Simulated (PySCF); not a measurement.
## Peak assignment

Bonds (- single, = double, # triple, : aromatic): C1=C2 1.328 Å, C2-C3 1.532 Å, C3-C4 1.532 Å, C4=C5 1.328 Å, C5-C6 1.532 Å, C6-C7 1.547 Å, C6-C1 1.532 Å, C7-C3 1.547 Å. C1 carries H8; C2 carries H9; C3 carries H10; C4 carries H11; C5 carries H12; C6 carries H13; C7 carries H14, H15. Stereochemistry as in C1=C[C@H]2C=C[C@@H]1C2.

PySCF 2.14.0 with density-fitted response routines calculation with geometry from PBE0-D3(BJ)/def2-TZVP and σ from GIAO-B97-2/pcSseg-2; a single conformation, equivalent nuclei averaged, non-relativistic, in vacuum.

Referencing at the same level of theory: TMS for 13C (185.38 ppm), 1H (31.64 ppm).

Question: Assign these signals to the numbered atoms. 13C{1H} NMR (computed): δ 154.3, 83.0, 56.4.

Answer: 
```tsv
δ (ppm)	atoms	environment	reason
154.3	C1/C2/C4/C5	alkene CH	the olefinic region
83.0	C7	sp3 CH2 in a ring	–
56.4	C3/C6	allylic sp3 CH	–
```

Question: Assign these signals to the numbered atoms. 1H NMR (400 MHz, computed): δ 7.18 (m, 4H), 3.59 (m, 2H), 2.15 (m, 2H).

Answer: 
| δ (ppm) | atoms | environment | reason |
| --- | --- | --- | --- |
| 7.18 | H8/H9/H11/H12 | hydrogen on an alkene CH | a vinylic proton, deshielded by the sp2 carbon and the C=C anisotropy |
| 3.59 | H10/H13 | hydrogen on an allylic sp3 CH | – |
| 2.15 | H14/H15 | hydrogen on an sp3 CH2 in a ring | – |

Shifts are as computed. Against solution values, carbons near 30 ppm lie about +3 ppm off and those near 130 ppm about +7 ppm. Of 1211 compounds with measured shifts, 218 miss one by over three times the rms of a fit or turn the order of signals round; such compounds aren't used in these exercises. No couplings were computed; multiplicities are counted from neighbouring protons, with m where these are inequivalent, close in shift, in a saturated or five-membered ring or joined by F or P, and br s for small geminal =CH2 splittings.
